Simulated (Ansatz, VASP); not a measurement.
**Two plane-wave programs on GaAs**

Contents of INCAR:

```
SYSTEM = GaAs
PREC = Accurate
ENCUT = 520
EDIFF = 1E-7
ISMEAR = -1
SIGMA = 0.05
LREAL = .FALSE.
LASPH = .TRUE.
NELM = 60
ALGO = Fast
ISIF = 2
LWAVE = .FALSE.
LCHARG = .FALSE.
GGA = PE
```

KPOINTS

```
regular mesh
0
G
  8 8 8
  0 0 0
```

File POSCAR:

```
GaAs
1.0
    0.0000000000      2.8268500000      2.8268500000
    2.7703130000      0.0000000000      2.8268500000
    2.7703130000      2.8268500000      0.0000000000
As Ga
1 1
Direct
    0.7500000000      0.7500000000      0.7500000000
    0.0000000000      0.0000000000      0.0000000000
```

Contents of input.yaml:

```yaml
crystal:
  lattice:
    - [0.0, 2.82685, 2.82685]
    - [2.770313, 0.0, 2.82685]
    - [2.770313, 2.82685, 0.0]
  atoms:
    - { symbol: As, position: [0.75, 0.75, 0.75] }
    - { symbol: Ga, position: [0.0, 0.0, 0.0] }
hamiltonian:
  xc: pbe
  pseudopotentials: { kind: paw }
kpoints:
  mp_grid: { grid: [8, 8, 8] }
scf:
  occupations: { method: fermi_dirac, width: 0.05 }
output:
  forces: true
  stress: true
  eigenvalues: true
```

Change from the starting cell: strain = -0.02.

Alike in both runs: task single point; functional PBE; k mesh 8 × 8 × 8; occupations fermi-dirac, width 0.05 eV; no spin polarisation.

|  | VASP | Ansatz |
| --- | --- | --- |
| version | VASP 6.6.1 | Ansatz 0.2.0 |
| potentials or method | VASP PAW PBE potentials, release 64 (As, Ga_d) | Ansatz PAW |
| plane-wave cutoff (eV) | 520 | 420 |
| valence electrons in the cell | 18 | 28 |

Ansatz gave:

* gap on the k mesh at the Fermi level (eV): 0.59
* least direct gap on the mesh (eV): 0.59
* pressure (GPa): 4.9
* largest component of the traceless stress (GPa): 0.77

Task: Which values does VASP return?

Result: gap on the k mesh at the Fermi level (eV): 0.59; least direct gap on the mesh (eV): 0.59; pressure (GPa): 5.1; largest component of the traceless stress (GPa): 0.76.

The functional is the same, so the differences come from potentials, cutoffs and numerics. The two sets of potentials don't hold the same shells in valence.

A k mesh can miss the band edges.
